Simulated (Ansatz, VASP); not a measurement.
# Si6HF: VASP beside Ansatz

Wanted: the spread between two codes on one cell, functional and k mesh. The cell is taken from a series of runs on this material, whose earlier steps may have relaxed, scaled, displaced or heated it; both programs get it as it stands.

Main program and level: Ansatz 0.2.0; plane waves, with VASP 6.6.1 beside it; PBE.

## (1) The starting structure

The cell holds 32 atoms: 4 F, 24 Si and 4 H. Its edges and angles: a = 7.679 Å, b = 7.679 Å, c = 24.144 Å, α = 90.0°, β = 90.0°, γ = 60.0°. It derives from Si. As first built, before any earlier steps moved the atoms or strained the cell (in the runner's words): kind terminated face; group F; share_of_top_atoms 1; rest H; oxygen_in_back_bonds 0; lower_face H. Vacuum lies along c.

## (2) VASP: single point, PBE

A single point takes one fixed geometry, so differences don't come from the geometry; what else differs is listed under the comparison.

Lines of VASP's logs that name or quote its potential files are left out, and so is its time.

INCAR

```
SYSTEM = Si6HF
PREC = Accurate
ENCUT = 520
EDIFF = 1E-06
NELM = 120
ISMEAR = -1
SIGMA = 0.02
LREAL = Auto
ALGO = Normal
GGA = PE
NBANDS = 88
LORBIT = 11
LWAVE = .FALSE.
LCHARG = .FALSE.
ISIF = 2
LDIPOL = .TRUE.
IDIPOL = 3
DIPOL = 0.5 0.5 0.497
LVHAR = .TRUE.
LASPH = .TRUE.
GGA_COMPAT = .FALSE.
EFERMI = MIDGAP
NELMDL = -8
KPAR = 2
```

POSCAR

```
Si6HF
1.0
    7.6791796437      0.0000000000      0.0000000000
    3.8395898218      6.6503646517      0.0000000000
    0.0000000000      0.0000000000     24.1437769138
F Si H
4 24 4
Direct
    0.0000000000      0.0000000000      0.7105924759
    0.5000000000      0.0000000000      0.7105924759
    0.0000000000      0.5000000000      0.7105924759
    0.5000000000      0.5000000000      0.7105924759
    0.0000000000      0.0000000000      0.6434818545
    0.5000000000      0.0000000000      0.6434818545
    0.0000000000      0.5000000000      0.6434818545
    0.5000000000      0.5000000000      0.6434818545
    0.8333333333      0.3333333333      0.6117048646
    0.3333333333      0.3333333333      0.6117048646
    0.8333333333      0.8333333333      0.6117048646
    0.3333333333      0.8333333333      0.6117048646
    0.8333333333      0.3333333333      0.5136774843
    0.3333333333      0.3333333333      0.5136774843
    0.8333333333      0.8333333333      0.5136774843
    0.3333333333      0.8333333333      0.5136774843
    0.1666666667      0.1666666667      0.4806194705
    0.6666666667      0.1666666667      0.4806194705
    0.1666666667      0.6666666667      0.4806194705
    0.6666666667      0.6666666667      0.4806194705
    0.1666666667      0.1666666667      0.3828627570
    0.6666666667      0.1666666667      0.3828627570
    0.1666666667      0.6666666667      0.3828627570
    0.6666666667      0.6666666667      0.3828627570
    0.0000000000      0.0000000000      0.3504008520
    0.5000000000      0.0000000000      0.3504008520
    0.0000000000      0.5000000000      0.3504008520
    0.5000000000      0.5000000000      0.3504008520
    0.0000000000      0.0000000000      0.2899297830
    0.5000000000      0.0000000000      0.2899297830
    0.0000000000      0.5000000000      0.2899297830
    0.5000000000      0.5000000000      0.2899297830
```

KPOINTS

```
Automatic mesh
0
Gamma
3 3 1
0 0 0
```

The projector-augmented-wave data sets are F, Si and H (PBE family, release 64).

On the command line:

```
> mpirun -np 4 vasp_std
```

Numbers of over 12 decimals in the logs are rounded to 6 here.

What it wrote:

```text
[banner, memory and clock lines left out]
running    4 mpi-ranks, on    1 nodes
[...]
LDA part: xc-table for (Slater+PW92), standard interpolation
 POSCAR, INCAR and KPOINTS ok, starting setup
[...]
entering main loop
       N       E                     dE             d eps       ncg     rms          rms(c)
DAV:   1     0.791667843034E+03    0.79167E+03   -0.45287E+04   536   0.111E+03
DAV:   2    -0.504240865458E+02   -0.84209E+03   -0.80124E+03   712   0.225E+02
DAV:   3    -0.165300308999E+03   -0.11488E+03   -0.11360E+03   608   0.854E+01
DAV:   4    -0.169761852541E+03   -0.44615E+01   -0.44396E+01   680   0.184E+01
[...]
DAV:  28    -0.164178422134E+03   -0.44499E-05   -0.23157E-07   440   0.254E-03    0.831E-04
DAV:  29    -0.164178424868E+03   -0.27342E-05   -0.58044E-07   408   0.286E-03    0.115E-03
DAV:  30    -0.164178425107E+03   -0.23912E-06   -0.91546E-08   376   0.103E-03
   1 F= -.16417843E+03 E0= -.16417843E+03  d E =-.925518E-11
```

Parts of OUTCAR (step 2):

```text
  Total        6.7908188      6.7908188      5.1425912     -0.0000000      0.0000000      0.0000000
  in kB        8.8240352      8.8240352      6.6823172     -0.0000000      0.0000000      0.0000000
  external PRESSURE =       8.1101292 kB  Pullay stress =       0.0000000 kB

 POSITION                                       TOTAL-FORCE (eV/Angst)
 -----------------------------------------------------------------------------------
      0.00000      0.00000     17.15639         0.000000     -0.000000      0.202896
      3.83959      0.00000     17.15639         0.000000      0.000000      0.202896
      1.91979      3.32518     17.15639         0.000000     -0.000000      0.202896
      5.75938      3.32518     17.15639         0.000000      0.000000      0.202896
      0.00000      0.00000     15.53608        -0.000000      0.000000     -0.206317
      3.83959      0.00000     15.53608        -0.000000     -0.000000     -0.206317
      1.91979      3.32518     15.53608         0.000000     -0.000000     -0.206317
      5.75938      3.32518     15.53608         0.000000      0.000000     -0.206317
      7.67918      2.21679     14.76887         0.000000      0.000000     -0.003309
      3.83959      2.21679     14.76887         0.000000     -0.000000     -0.003309
      9.59897      5.54197     14.76887        -0.000000      0.000000     -0.003309
      5.75938      5.54197     14.76887         0.000000     -0.000000     -0.003309
      7.67918      2.21679     12.40211        -0.000000     -0.000000      0.002597
      3.83959      2.21679     12.40211         0.000000     -0.000000      0.002597
[...]
-----------------------------------------------------------------------------------
    total drift:                               -0.000000     -0.000000     -0.000588

  FREE ENERGIE OF THE ION-ELECTRON SYSTEM (eV)
  ---------------------------------------------------
  free  energy   TOTEN  =      -164.1784251073 eV

  energy  without entropy=     -164.1784251073  energy(sigma->0) =     -164.17842511

[... 3 further parts left out ...]
[key lines of the parts left out:]
E-fermi :  -0.3793
```

[end of part 1 of 2]

[Lines on the potential files, build, host, timing and source positions are cut from VASP's logs without a mark.]

[Logs are printed without paths, hosts, clocks, repeated set-up lines and the standing remarks that a program may print on its own settings, such as how far it seeks lower states.]

[Hosts, paths, dates, database ids (printed as entryN), source tags and the programs' standing remarks are cut or masked in the printed files.]
